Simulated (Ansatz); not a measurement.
# C: the cost of one run

Method: DFT PBE+D3(BJ), scalar-relativistic, plane waves, PAW, in Ansatz 0.2.0.

### Step 1. The system as given

The structure is hexagonal, space group P6/mmm (No. 191). The conventional cell has a = 2.466 Å, b = 2.466 Å, c = 17.500 Å, α = 90.00°, β = 90.00°, γ = 120.00°. Around C (site symmetry 3m) lie 3 C at 1.42 Å.

Structure file:

```xyz
4
Lattice="2.4657 0.0000 0.0000 -1.2329 2.1354 0.0000 0.0000 0.0000 17.5000" Properties=species:S:1:pos:R:3 pbc="T T T"
C     0.0000    1.4236    4.5000
C     1.2329    0.7118    4.5000
C     0.0000    1.4236    7.2100
C     1.2329    0.7118    7.2100
```

This is the geometry of the first run shown, built on a cell relaxed beforehand with the same method.

### Step 2. Plan of the line

Atoms count from 1 in the order of the input.

The upper layer of a bilayer is slid along a line and lifted, both layers rigid.

The axes are (1) slide of the upper layer along the long diagonal of the hexagonal surface cell, from C3 above C1: 6 values from 0.00 to 3.56 Å, periodic; (2) distance between the facing planes of atoms: 6 values from 2.71 to 4.51 Å.

Nothing else is relaxed. Energies count from the two layers apart. Points are written as (first, second).

### Step 3. Grid point (0.00 Å, 2.71 Å)

A dipole layer in the vacuum cancels the field that periodic copies would set up if the slab's two faces differ.

input.yaml

```yaml
crystal:
  lattice:
    - [2.4657005716, 0.0, 0.0]
    - [-1.2328502858, 2.1353593332, 0.0]
    - [0.0, 0.0, 17.5]
  atoms:
    - { symbol: C, position: [0.3333333333, 0.6666666667, 0.2571428571] }
    - { symbol: C, position: [0.6666666667, 0.3333333333, 0.2571428571] }
    - { symbol: C, position: [0.3333333333, 0.6666666667, 0.412] }
    - { symbol: C, position: [0.6666666667, 0.3333333333, 0.412] }
basis:
  ecutwfc: 420
kpoints:
  mp_grid: { grid: [15, 15, 1] }
hamiltonian:
  xc: pbe
  pseudopotentials: { kind: paw, azcp: { folder: soft_1 } }
  dispersion: d3bj
scf:
  occupations: { method: gaussian, width: 0.1 }
output:
  forces: true
  eigenvalues: true
efield:
  axis: 3
  dipole_correction: true
  ramp_width: 0.04
```

The run is started by

```bash
> ansatz run input.yaml --threads 1 --pin off --max-ram 3072MiB --backend cpu --events-out ev --progress --plain --runs-dir out
```

**Question.** How long does this run take on 1 thread of AMD EPYC 9R45 (Zen 5), shared host, and how much memory does it need?

About 1.3 s, with a peak of 0.38 GiB.
